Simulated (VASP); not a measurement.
# ZnAu (Pm-3m) in VASP: notebook

One crystal, ZnAu, is run at these levels: PBE; tasks: single point.

Everything below comes from runs of VASP 6.6.1. Logs are shortened: lines on timing, memory, paths and dates and some standing lists are left out, and cuts for length are marked.

### 1 Starting point

Symmetry: Pm-3m, No. 221, cubic system. Conventional cell: a = 3.147 Å, b = 3.147 Å, c = 3.147 Å, α = 90.00°, β = 90.00°, γ = 90.00°. Au (site symmetry m-3m) is surrounded by 8 Zn at 2.73 Å. Zn (site symmetry m-3m) is surrounded by 8 Au at 2.73 Å.

### 2 Single point, PBE

Contents of INCAR:

```
SYSTEM = ZnAu
PREC     = Accurate       ! precision mode
ENCUT    = 400            ! plane-wave cutoff, eV
EDIFF    = 1E-6           ! SCF threshold, eV
ISMEAR   = 0              ! smearing method
SIGMA    = 0.02           ! smearing width, eV
LREAL    = .FALSE.        ! projectors in reciprocal space
LASPH    = .TRUE.         ! aspherical terms in the spheres
NELM     = 100            ! most SCF steps
ALGO     = Normal         ! electronic algorithm
ISIF     = 2              ! what is computed and relaxed
LWAVE    = .FALSE.        ! write WAVECAR
LCHARG   = .FALSE.        ! write CHGCAR
GGA      = PE             ! functional
NBANDS   = 18             ! bands
ADDGRID  = .FALSE.
```

Contents of KPOINTS:

```
regular mesh
0
G
  8 8 8
  0 0 0
```

Contents of POSCAR:

```
ZnAu
1.0
    3.1470000000      0.0000000000      0.0000000000
    0.0000000000      3.1470000000      0.0000000000
    0.0000000000      0.0000000000      3.1470000000
Au Zn
1 1
Direct
    0.0000000000      0.0000000000      0.0000000000
    0.5000000000      0.5000000000      0.5000000000
```

Potentials or basis: VASP PAW PBE potentials, release 64 (Au, Zn).

Started as:

```console
> cat potpaw_PBE.64/Au/POTCAR potpaw_PBE.64/Zn/POTCAR > POTCAR
> mpirun -np 1 vasp_std > vasp.out
```

OUTCAR:

```text
SYSTEM = ZnAu
   PREC = Accurate
   ENCUT = 400
   EDIFF = 1E-6
   ISMEAR = 0
   LREAL = .FALSE.
   LASPH = .TRUE.
   NELM = 100
   ISIF = 2
   GGA = PE

 Found     35 irreducible k-points:

 Following reciprocal coordinates:
            Coordinates               Weight
  0.000000  0.000000  0.000000      1.000000
  0.125000  0.000000  0.000000      6.000000
  0.250000  0.000000  0.000000      6.000000
  0.375000  0.000000  0.000000      6.000000
  0.500000  0.000000  0.000000      3.000000
  0.125000  0.125000  0.000000     12.000000
   k-points           NKPTS =     35   k-points in BZ     NKDIM =     35   number of bands    NBANDS=     18
   number of dos      NEDOS =    301   number of ions     NIONS =      2
   total plane-waves  NPLWV =  13824
   dimension x,y,z NGX =    24 NGY =   24 NGZ =   24
   dimension x,y,z NGXF=    48 NGYF=   48 NGZF=   48
   ions per type =               1   1
   NGX,Y,Z   is equivalent  to a cutoff of  12.68, 12.68, 12.68 a.u.
   NGXF,Y,Z  is equivalent  to a cutoff of  25.36, 25.36, 25.36 a.u.
 SYSTEM =  ZnAu
   PREC   = accura    normal or accurate (medium, high low for compatibility)
   ISTART =      0    job   : 0-new  1-cont  2-samecut
   ICHARG =      2    charge: 1-file 2-atom 10-const
   ISPIN  =      1    spin polarized calculation?
   LNONCOLLINEAR =      F non collinear calculations
   LSORBIT =      F    spin-orbit coupling
   LASPH  =      T    aspherical Exc in radial PAW
   ENCUT  =  400.0 eV  29.40 Ry    5.42 a.u.   5.13  5.13  5.13*2*pi/ulx,y,z
   NELM   =    100;   NELMIN=  2; NELMDL= -5     # of ELM steps
   EDIFF  = 0.1E-05   stopping-criterion for ELM
[... 8 lines left out ...]
   TEBEG  =    0.0;   TEEND  =   0.0 temperature during run
   PSTRESS=    0.0 pullay stress
   NELECT =      23.0000    total number of electrons
   NUPDOWN=      -1.0000    fix difference up-down
   EMIN   =  10.00;   EMAX   =-10.00  energy-range for DOS
   EFERMI =   0.00;   METHOD = LEGACY
   ISMEAR =     0;   SIGMA  =   0.02  broadening in eV -4-tet -1-fermi 0-gaus
   EFERMI_NEDOS =   21; number of points for ismear=-14 and -15
   IALGO  =     38    algorithm
   IMIX   =      4    mixing-type and parameters
     AMIX     =   0.40;   BMIX     =  1.00
     AMIX_MAG =   1.60;   BMIX_MAG =  1.00
  volume/ion in A,a.u.               =      15.58       105.16
  Fermi-wavevector in a.u.,A,eV,Ry     =   1.479406  2.795672 29.778283  2.188642
  Thomas-Fermi vector in A             =   2.593568
   LORBIT       =      0    0 simple, 1 ext, 2 COOP (PROOUT), +10 PAW based schemes
   GGA     = PE    functional components
   LHFCALC =     F    Hartree Fock is set to
   AEXX    =    0.0000 exact exchange contribution
   IVDW    =     0    specifies the selected vdW correction
   LEPSILON=     F    determine dielectric tensor
   LRPA    =     F    only Hartree local field effects (RPA)
 non-spin polarized calculation
 Gauss-broadening in eV      SIGMA  =   0.02
  energy-cutoff  :      400.00
  volume of cell :       31.17
 maximum number of plane-waves:       587
 NGX is ok and might be reduce to    24
   NGX = 11   NGY = 11   NGZ = 11

 number of electron      23.0000000 magnetization

 Free energy of the ion-electron system (eV)
  ---------------------------------------------------
  ext. energy  EPLUGINS =         0.00000000
  ---------------------------------------------------
  free energy    TOTEN  =        -4.73636340 eV

  energy without entropy =       -4.73623724  energy(sigma->0) =       -4.73630032

 E-fermi :   6.8351     XC(G=0): -12.3771

 val. band max:        6.8098655046   @ k =   0.5000   0.3750   0.2500
 cond. band min:       7.1703049821   @ k =   0.3750   0.3750   0.1250
 fundamental gap:      0.3604394774
 Fermi energy:         6.8350832868

 k-point     1 :       0.0000    0.0000    0.0000
  band No.  band energies     occupation
      1      -3.5226      2.00000
      2      -1.0260      2.00000
      3      -1.0260      2.00000
      4      -0.3343      2.00000
      5      -0.3343      2.00000
      6      -0.3343      2.00000
      7       1.6692      2.00000
      8       1.6692      2.00000
      9       3.3581      2.00000
     10       3.3581      2.00000
     11       3.3581      2.00000
     12      12.0952      0.00000
     13      12.0952      0.00000
     14      12.0952      0.00000
     15      15.9534      0.00000
     16      19.2317      0.00000
     17      19.2317      0.00000
     18      25.4024      0.00000

 k-point     2 :       0.1250    0.0000    0.0000
  band No.  band energies     occupation
      1      -3.2464      2.00000
      2      -0.9662      2.00000
      3      -0.9461      2.00000
      4      -0.3372      2.00000
      5      -0.3372      2.00000
      6      -0.3119      2.00000
      7       1.6253      2.00000
      8       1.7432      2.00000
      9       3.1579      2.00000
     10       3.1579      2.00000
     11       3.3361      2.00000
     12      10.2877      0.00000
     13      12.6079      0.00000
     14      12.6079      0.00000
     15      16.8863      0.00000
     16      18.9517      0.00000
     17      20.5574      0.00000
     18      25.1871      0.00000

 k-point     3 :       0.2500    0.0000    0.0000
  band No.  band energies     occupation
      1      -2.4585      2.00000
      2      -0.8104      2.00000
      3      -0.7566      2.00000
      4      -0.3415      2.00000
      5      -0.3415      2.00000
      6      -0.2561      2.00000
      7       1.5080      2.00000
      8       1.9087      2.00000
      9       2.7211      2.00000
     10       2.7211      2.00000
     11       3.2816      2.00000
     12       7.6096      0.00000
     13      13.9825      0.00000
     14      13.9825      0.00000
     15      17.4503      0.00000
     16      18.3198      0.00000
     17      23.2589      0.00000
     18      23.5324      0.00000

 k-point     4 :       0.3750    0.0000    0.0000
  band No.  band energies     occupation
      1      -1.3327      2.00000
      2      -0.6334      2.00000
      3      -0.5685      2.00000
      4      -0.3411      2.00000
      5      -0.3411      2.00000
      6      -0.1987      2.00000
      7       1.3692      2.00000
      8       1.9177      2.00000
      9       2.3311      2.00000
     10       2.3311      2.00000
     11       3.2251      2.00000
     12       5.5048      2.00000
     13      15.9370      0.00000
     14      15.9370      0.00000
     15      17.7445      0.00000
     16      17.9237      0.00000
     17      20.8706      0.00000
     18      20.8794      0.00000

 k-point     5 :       0.5000    0.0000    0.0000
  band No.  band energies     occupation
      1      -0.6442      2.00000
      2      -0.5517      2.00000
      3      -0.4167      2.00000
      4      -0.3393      2.00000
      5      -0.3393      2.00000
      6      -0.1745      2.00000
      7       1.3029      2.00000
      8       1.6490      2.00000
      9       2.1795      2.00000
     10       2.1795      2.00000
     11       3.2011      2.00000
     12       4.7213      2.00000
     13      17.5208      0.00000
     14      18.2426      0.00000
     15      18.2426      0.00000
     16      18.3076      0.00000
     17      18.3076      0.00000
     18      18.5242      0.00000

 k-point     6 :       0.1250    0.1250    0.0000
  band No.  band energies     occupation
      1      -2.9787      2.00000
      2      -0.9083      2.00000
      3      -0.8747      2.00000
      4      -0.3785      2.00000
      5      -0.3398      2.00000
      6      -0.2682      2.00000
      7       1.6552      2.00000
      8       1.7696      2.00000
      9       2.9462      2.00000
     10       3.0267      2.00000
     11       3.2956      2.00000
     12      10.5610      0.00000
     13      10.9440      0.00000
     14      13.0805      0.00000
     15      17.7851      0.00000
     16      19.9952      0.00000
     17      20.6826      0.00000
     18      23.5132      0.00000

 [... further k-points ...]
[... 5 lines left out ...]
  --------------------------------------------------------------------------------------
  -------------------------------------------------------------------------------------
  Total        0.9727204      0.9727204      0.9727204     -0.0000000     -0.0000000     -0.0000000
  in kB       50.0044191     50.0044191     50.0044191     -0.0000000     -0.0000000     -0.0000000
  external PRESSURE =      50.0044191 kB  Pullay stress =       0.0000000 kB

 VOLUME and BASIS-vectors are now :
 -----------------------------------------------------------------------------
  energy-cutoff  :      400.00
  volume of cell :       31.17
      direct lattice vectors                 reciprocal lattice vectors
     3.147000000  0.000000000  0.000000000     0.317762949  0.000000000  0.000000000
     0.000000000  3.147000000  0.000000000     0.000000000  0.317762949  0.000000000
     0.000000000  0.000000000  3.147000000     0.000000000  0.000000000  0.317762949

 POSITION                                       TOTAL-FORCE (eV/Angst)
 -----------------------------------------------------------------------------------
      0.00000      0.00000      0.00000         0.000000      0.000000      0.000000
      1.57350      1.57350      1.57350         0.000000      0.000000      0.000000
 -----------------------------------------------------------------------------------
    total drift:                                0.000000      0.000000     -0.000000

  FREE ENERGIE OF THE ION-ELECTRON SYSTEM (eV)
  ---------------------------------------------------
  free  energy   TOTEN  =        -4.7363633979 eV

  energy  without entropy=       -4.7362372375  energy(sigma->0) =       -4.73630032
```

Run time: 24 s. Hardware: 1 thread of AMD EPYC, shared host; peak memory 0.11 GiB.

The run converged, but some of its settings lie outside the range that counts as converged, so its numbers aren't taken as properties of the crystal.

Results:

| Quantity | Value |
| --- | --- |
| Free energy | -4.7364 eV |
| Pressure | 5.0 GPa |
| Band gap on the k mesh | none (metal or under the smearing width) |

### 3 Single point, PBE

Changes to INCAR since step 2:

```diff
@@ -1,3 +1,3 @@
 SYSTEM = ZnAu
-PREC     = Accurate       ! precision mode
+PREC     = Low            ! precision mode
 ENCUT    = 400            ! plane-wave cutoff, eV
@@ -5,3 +5,3 @@
 ISMEAR   = 0              ! smearing method
-SIGMA    = 0.02           ! smearing width, eV
+SIGMA    = 0.2            ! smearing width, eV
 LREAL    = .FALSE.        ! projectors in reciprocal space
```

KPOINTS is that of step 2.

POSCAR is that of step 2.

Potentials or basis: VASP PAW PBE potentials, release 64 (Au, Zn).

Started as:

```console
> cat potpaw_PBE.64/Au/POTCAR potpaw_PBE.64/Zn/POTCAR > POTCAR
> mpirun -np 1 vasp_std > vasp.out
```

Run time: 12 s. Hardware: 1 thread of AMD EPYC, shared host; peak memory 0.08 GiB.

These settings aren't checked as converged: the numbers below hold their error.

Results:

```yaml
Free_energy: -4.7465 eV
Pressure: 5.4 GPa
Band_gap_on_the_k_mesh: none (metal or under the smearing width)
```

### 4 Single point, PBE

Changes to INCAR since step 3:

```diff
@@ -1,3 +1,3 @@
 SYSTEM = ZnAu
-PREC     = Low            ! precision mode
+PREC     = Normal         ! precision mode
 ENCUT    = 400            ! plane-wave cutoff, eV
```

KPOINTS is that of step 3.

POSCAR is that of step 3.

Started as:

```console
> cat potpaw_PBE.64/Au/POTCAR potpaw_PBE.64/Zn/POTCAR > POTCAR
> mpirun -np 1 vasp_std > vasp.out
```

It took 13 s on 1 thread of AMD EPYC, shared host; peak memory 0.09 GiB.

The run converged, but some of its settings lie outside the range that counts as converged, so its numbers aren't taken as properties of the crystal.

What came out:

| Item | Value |
| --- | --- |
| Free energy | -4.7389 eV |
| Pressure | 4.9 GPa |
| Band gap on the k mesh | none (metal or under the smearing width) |

### 5 Single point, PBE

Changes to INCAR since step 4:

```diff
@@ -1,3 +1,3 @@
 SYSTEM = ZnAu
-PREC     = Normal         ! precision mode
+PREC     = Accurate       ! precision mode
 ENCUT    = 400            ! plane-wave cutoff, eV
@@ -6,3 +6,3 @@
 SIGMA    = 0.2            ! smearing width, eV
-LREAL    = .FALSE.        ! projectors in reciprocal space
+LREAL    = Auto         
 LASPH    = .TRUE.         ! aspherical terms in the spheres
```

KPOINTS is that of step 4.

POSCAR is that of step 4.

Started as:

```console
> cat potpaw_PBE.64/Au/POTCAR potpaw_PBE.64/Zn/POTCAR > POTCAR
> mpirun -np 1 vasp_std > vasp.out
```

It took 49 s on 1 thread of AMD EPYC, shared host; peak memory 0.11 GiB.

The run converged, but some of its settings lie outside the range that counts as converged, so its numbers aren't taken as properties of the crystal.

What came out:

```yaml
Free_energy: -4.7399 eV
Pressure: 4.9 GPa
Band_gap_on_the_k_mesh: none (metal or under the smearing width)
```
